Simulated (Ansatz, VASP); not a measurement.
## One calculation of BN, two programs

Contents of INCAR:

```
SYSTEM = BN
ALGO = Normal
EDIFF = 1E-6
ENCUT = 520
GGA = PS
ISIF = 2
ISMEAR = -1
LASPH = .TRUE.
LCHARG = .FALSE.
LREAL = .FALSE.
LWAVE = .FALSE.
NBANDS = 16
NELM = 60
PREC = Accurate
SIGMA = 0.03
```

Contents of KPOINTS:

```
k-points
0
G
  11 11 4
  0 0 0
```

POSCAR

```
BN
1.0
    2.4539118702      0.0000000000      0.0000000000
   -1.2269559352      2.1251500183      0.0000000000
    0.0000000000      0.0000000000      6.6612000000
B N
2 2
Direct
    0.3333333333      0.6666666667      0.2500000000
    0.6666666667      0.3333333333      0.7500000000
    0.3333333333      0.6666666667      0.7500000000
    0.6666666667      0.3333333333      0.2500000000
```

Input for Ansatz:

```yaml
crystal:
  lattice:
    - [2.4539118702, 0.0, 0.0]
    - [-1.2269559352, 2.1251500183, 0.0]
    - [0.0, 0.0, 6.6612]
  atoms:
    - { symbol: B, position: [0.3333333333, 0.6666666667, 0.25] }
    - { symbol: B, position: [0.6666666667, 0.3333333333, 0.75] }
    - { symbol: "N", position: [0.3333333333, 0.6666666667, 0.75] }
    - { symbol: "N", position: [0.6666666667, 0.3333333333, 0.25] }
kpoints:
  mp_grid: { grid: [11, 11, 4] }
  band_path:
    path:
      - [0.0, 0.0, 0.0]
      - [0.5, 0.0, 0.0]
      - [0.3333333333, 0.3333333333, 0.0]
      - [0.0, 0.0, 0.0]
      - [0.0, 0.0, 0.5]
      - [0.5, 0.0, 0.5]
      - [0.3333333333, 0.3333333333, 0.5]
      - [0.0, 0.0, 0.5]
      - [0.5, 0.0, 0.5]
    npoints: 5
scf:
  occupations: { method: fermi_dirac, width: 0.03 }
hamiltonian:
  xc: pbesol
  pseudopotentials: { kind: all_electron, lapw: { basis_error: 0.0005 } }
output:
  forces: true
  stress: true
  eigenvalues: true
```

Change from the starting cell: equal xx and yy strain of -2 %.

Alike in both runs: task single point; functional PBEsol; k mesh 11 × 11 × 4; occupations fermi-dirac, width 0.03 eV; no spin polarisation.

|  | VASP | Ansatz |
| --- | --- | --- |
| version | VASP 6.6.1 | Ansatz 0.2.0 |
| potentials or method | VASP PAW PBE potentials, release 64 (B, N) | all-electron LAPW, scalar-relativistic |
| plane-wave cutoff (eV) | 520 | see its input |

```csv
,VASP,Ansatz,Ansatz less VASP
gap on the k mesh at the Fermi level (eV),4.33,4.34,+0.006
pressure (GPa),16.7,16.3,-0.36
largest component of the traceless stress (GPa),15.88,15.35,-0.528
```

Ansatz ran all-electron here, so the differences hold the error of VASP's frozen core and of both bases.

Caveats: so large a pressure means that the cell lies far from this level's equilibrium, or that cutoff or potentials fall short (VASP); the potentials were made for another functional, which shifts forces and pressure (VASP); an odd mesh through Γ misses points on the zone boundary, where band edges often lie; this functional lacks dispersion, which binds the layers, so the pressure and a relaxed spacing across them are unreliable.
